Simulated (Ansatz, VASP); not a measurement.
Two plane-wave programs on KBr

File INCAR:

```
SYSTEM = KBr
  PREC = Accurate
  ENCUT = 600
  EDIFF = 1E-7
  ISMEAR = 0
  SIGMA = 0.02
  LREAL = .False.
  LASPH = .True.
  NELM = 80
  ALGO = Fast
  ISIF = 3
  LWAVE = .False.
  LCHARG = .False.
  GGA = PS
  IBRION = 2
  NSW = 100
  EDIFFG = -0.005
```

File KPOINTS:

```
Automatic mesh
0
Gamma
  6 6 6
  0 0 0
```

Contents of POSCAR:

```
KBr
1.0
    0.0000000000      3.3000000000      3.3000000000
    3.3000000000      0.0000000000      3.3000000000
    3.3000000000      3.3000000000      0.0000000000
K Br
1 1
Direct
    0.0000000000      0.0000000000      0.0000000000
    0.5000000000      0.5000000000      0.5000000000
```

Input for Ansatz:

```yaml
crystal:
  lattice:
    - [0.0, 3.3, 3.3]
    - [3.3, 0.0, 3.3]
    - [3.3, 3.3, 0.0]
  atoms:
    - { symbol: K, position: [0.0, 0.0, 0.0] }
    - { symbol: Br, position: [0.5, 0.5, 0.5] }
basis:
  ecutwfc: 420
kpoints:
  mp_grid: { grid: [6, 6, 6] }
hamiltonian:
  xc: pbesol
scf:
  occupations: { method: gaussian, width: 0.02 }
output:
  forces: true
  stress: true
  eigenvalues: true
  write_density: true
  write_potential: true
  elf: true
  volumetric_format: npy
relax:
  adjacent_minimum: "off"
  f_tol: 0.005
  max_steps: 80
  cell: { stress_tol: 0.05 }
```

Alike in both runs: task relaxation of cell and atoms; functional PBEsol; k mesh 6 × 6 × 6; occupations gaussian, width 0.02 eV; no spin polarisation.

|  | VASP | Ansatz |
| --- | --- | --- |
| version | VASP 6.6.1 | Ansatz 0.2.0 |
| potentials or method | VASP PAW PBE potentials, release 64 (K_sv, Br) | scalar-relativistic, plane waves, PAW |
| plane-wave cutoff (eV) | 600 | 420 |
| valence electrons in the cell | 16 | 16 |

|  | VASP | Ansatz | Ansatz less VASP |
| --- | --- | --- | --- |
| gap on the k mesh at the Fermi level, each at its own relaxed structure (eV) | 4.33 | 4.34 | +0.013 |
| relaxed volume (Å³/atom) | 35.26 | 35.11 | -0.146 |
| relaxed cell length with the largest relative difference (Å) | 4.637 | 4.631 | -0.0064 |

Caveats: the PAW data sets were made with another functional, which shifts forces and pressure a little (VASP). Expect the measured gap to be larger: semilocal functionals such as PBEsol lack the derivative discontinuity.
